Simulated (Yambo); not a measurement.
A run of Yambo 5.3.0 is set up as follows.

The input bse1.in:

```
optics
bse
bss
rim_cut
em1s
RandQpts= 1000000
RandGvec= 50 RL
Chimod= "HARTREE"
% BndsRnXs
 1 | 24 |
%
NGsBlkXs= 5 Ry
% LongDrXs
 1 | 1 | 1 |
%
BSKmod= "SEX"
BSEmod= "retarded"
BSSmod= "d"
% BSEQptR
 1 | 1 |
%
% BSEBands
 8 | 11 |
%
BSENGexx= 20 Ry
BSENGBlk= 5 Ry
% BEnRange
 0 | 15 | eV
%
% BDmRange
 0.05 | 0.05 | eV
%
BEnSteps= 200
% BLongDir
 1 | 1 | 1 |
%
BSEprop= "abs"
WRbsWF
% KfnQP_E
 0.28 | 1.0 | 1.0 |
%
```

scf.in

```
&CONTROL
  calculation = 'scf'
  prefix = 'pwscf'
  outdir = './tmp'
  pseudo_dir = './pseudo'
/
&SYSTEM
  ibrav = 0
  nat = 2
  ntyp = 2
  ecutwfc = 84
  nbnd = 15
  occupations = 'smearing'
  smearing = 'fd'
  degauss = 0.00367493
  force_symmorphic = .true.
/
&ELECTRONS
  conv_thr = 4d-10
  electron_maxstep = 120
  mixing_beta = 0.5
/
ATOMIC_SPECIES
Ga    69.7230 Ga.upf
N     14.0070 N.upf
CELL_PARAMETERS angstrom
   0.0000000000    2.2535006075    2.2535006075
   2.2535006075    0.0000000000    2.2535006075
   2.2535006075    2.2535006075    0.0000000000
ATOMIC_POSITIONS crystal
Ga     0.0000000000    0.0000000000    0.0000000000
N      0.2500000000    0.2500000000    0.2500000000
K_POINTS automatic
10 10 10 0 0 0
```

Contents of nscf.in:

```
&CONTROL
  calculation = 'nscf'
  prefix = 'pwscf'
  outdir = './tmp'
  pseudo_dir = './pseudo'
/
&SYSTEM
  ibrav = 0
  nat = 2
  ntyp = 2
  ecutwfc = 84
  nbnd = 59
  occupations = 'fixed'
  force_symmorphic = .true.
/
&ELECTRONS
  conv_thr = 1d-08
  diago_full_acc = .true.
  diago_thr_init = 1d-06
/
ATOMIC_SPECIES
Ga    69.7230 Ga.upf
N     14.0070 N.upf
CELL_PARAMETERS angstrom
   0.0000000000    2.2535006075    2.2535006075
   2.2535006075    0.0000000000    2.2535006075
   2.2535006075    2.2535006075    0.0000000000
ATOMIC_POSITIONS crystal
Ga     0.0000000000    0.0000000000    0.0000000000
N      0.2500000000    0.2500000000    0.2500000000
K_POINTS automatic
6 6 6 0 0 0
```

Potentials or basis: PseudoDojo 0.4.1 SR PBEsol standard.

Run with:

```bash
$ OMP_NUM_THREADS=1 pw.x -in scf.in > scf.out
$ OMP_NUM_THREADS=1 pw.x -in nscf.in > nscf.out
$ cd tmp/pwscf.save; p2y; mv SAVE ../..; cd ../..
$ OMP_NUM_THREADS=1 yambo
$ mkdir -p bse1; ln -s $PWD/g0w00/ndb.RIM bse1/
$ OMP_NUM_THREADS=1 yambo -F bse1.in -J bse1 -C bse1_out
$ OMP_NUM_THREADS=1 ypp -J bse1 -C bse1_out -e s -b 1
```

**Question.** Predict the exciton binding energy.

**Answer.** 0.31 eV.

**Question.** What does it give for the lowest exciton energy?

**Answer.** 1.67 eV.

**Question.** What does it give for the band gap on the k mesh, mean-field level?

**Answer.** 1.71 eV, direct.

**Question.** What does it give for the lowest bright exciton energy?

**Answer.** 1.67 eV.

Lowest exciton energies (eV): 1.67, 1.67, 3.48, 3.48, 3.48, 3.53, 3.53, 3.53

Caveat: the scissor is the correction of the direct gap in an earlier G0W0 run on the same states; exciton energies and binding change strongly with the k mesh and aren't converged on this one; spectra need much finer meshes, so this one isn't converged.

**Measured values to compare with.**

From a printed reference work, textbook, for a bulk crystal of GaN at 0 K: band gap 3.299 eV (direct).

A measured gap of GaN is 3.299 eV (direct; 0 K; a printed reference work, textbook); the calculated 1.71 eV misses it by -1.59 eV. Spin-orbit coupling on Ga is left out. The value is that of PBEsol on a finite k mesh, which can miss the band edges, without temperature or zero-point motion. Semilocal functionals fall short of measured gaps as a rule. The cell is a database's relaxed one, not the measured one, which moves gaps too.
